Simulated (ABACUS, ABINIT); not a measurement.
This is a calculation of Te (Tellurium) for ABINIT 10.8.3 (patched build). Atoms were shifted at random by some hundredths of an Å from the given cell, which wasn't relaxed again for these runs. 

File run.abi:

```
# Pseudopotentials
pp_dirpath "./"
pseudos "Te.upf"

# Structure
acell 4.454 4.454 5.924 Angstrom
rprim
     1.0000000000     0.0000000000     0.0000000000
    -0.5000000000     0.8660254038     0.0000000000
     0.0000000000     0.0000000000     1.0000000000
ntypat 1
znucl 52
natom 3
typat 1 1 1
xred
     0.7263560000     0.7262820000    -0.0009900000
     0.0065170000     0.2784260000     0.6737860000
     0.2737860000     0.0109860000     0.3330490000
chkprim 0
chksymtnons 0
tolsym 1.0e-6

# Plane-wave basis
ecut 40.0

# k points
kptopt 1
ngkpt 7 7 5
nshiftk 1
shiftk 0.0 0.0 0.0

# Exchange and correlation
ixc -116133

# Bands and occupations
nband 29
occopt 3
tsmear 0.00183747

# SCF cycle
nstep 100
tolvrs 1.0e-10

# Output
iomode 3
prtwf 0
prtden 0
prteig 0
prtebands 0
enunit 2
```

Potentials or basis: PseudoDojo NC SR PBEsol v0.4.1 standard.

Command:

```console
$ mpirun --bind-to none -np 4 abinit run.abi > log 2>&1
```

Question: Set up the same calculation for ABACUS 3.10.1. Potentials or basis there: PseudoDojo NC SR 0.4.1 PBEsol standard, plane waves, cutoff 1129 eV.

Answer: As run (cutoffs and basis follow the program's own potentials, and thresholds, step limits or extra output files can differ):

The input INPUT:

```
INPUT_PARAMETERS
suffix              Te
calculation         scf
basis_type          pw
pseudo_dir          ./
symmetry            1
dft_functional      pbesol
ecutwfc             83
pseudo_rcut         7
nspin               1
nbands              29
ks_solver           dav
smearing_method     fd
smearing_sigma      0.00367493
scf_thr             1e-08
scf_nmax            100
mixing_type         broyden
mixing_beta         0.7
cal_force           1
cal_stress          1
kpar                4
```

Contents of STRU:

```
ATOMIC_SPECIES
Te 127.6000 Te.upf

LATTICE_CONSTANT
1.8897261246

LATTICE_VECTORS
4.4540000000 0.0000000000 0.0000000000
-2.2270000000 3.8572771485 0.0000000000
0.0000000000 0.0000000000 5.9240000000

ATOMIC_POSITIONS
Direct

Te
0.0
3
0.7263560000 0.7262820000 -0.0009900000 1 1 1
0.0065170000 0.2784260000 0.6737860000 1 1 1
0.2737860000 0.0109860000 0.3330490000 1 1 1
```

File KPT:

```
K_POINTS
0
Gamma
7 7 5 0 0 0
```

Potentials or basis: PseudoDojo NC SR 0.4.1 PBEsol standard, plane waves.

Command:

```bash
$ OMP_NUM_THREADS=1 mpirun -np 4 abacus > log
```

Both were run:

|  | ABINIT | ABACUS |
| --- | --- | --- |
| Pressure | -1.2 GPa | -1.2 GPa |
| Largest force | 0.206 eV/Å | 0.203 eV/Å |

Pressure is positive in compression.
